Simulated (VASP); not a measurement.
The system is CdTe.

```
CELL_PARAMETERS angstrom
0.00000 3.24780 3.24780
3.24780 0.00000 3.24780
3.24780 3.24780 0.00000
ATOMIC_POSITIONS crystal
Cd 0.00000 0.00000 0.00000
Te 0.25000 0.25000 0.25000
```

Base run:

| Quantity | Value |
| --- | --- |
| Program | VASP 6.6.1 |
| Functional | TB-mBJ |
| Potentials or basis | VASP PAW PBE potentials, release 64 (Cd, Te) |
| Cutoff | 520 eV |
| k mesh | 8 × 8 × 8 |
| Occupations | gaussian, width 0.03 eV |
| Spin | no spin polarisation |

Its results: band gap on the k mesh 1.80 eV, direct.

Question: After a change of settings the same cell gave: band gap on the k mesh 1.25 eV, direct. Which change was it?
A. functional from TB-mBJ to PBE; further incar settings from ALGO = Normal; EDIFF = 1e-07 to ALGO = Normal; EDIFF = 1e-07; NBANDS = 41
B. functional from TB-mBJ to PBE
C. functional from TB-mBJ to r2SCAN
D. functional from TB-mBJ to LDA; potentials or basis from VASP PAW PBE potentials, release 64 (Cd, Te) to VASP PAW LDA potentials, release 64 (Cd, Te)

Answer: C.

Caveats: spin-orbit coupling is left out, which moves the levels of the heavy elements.
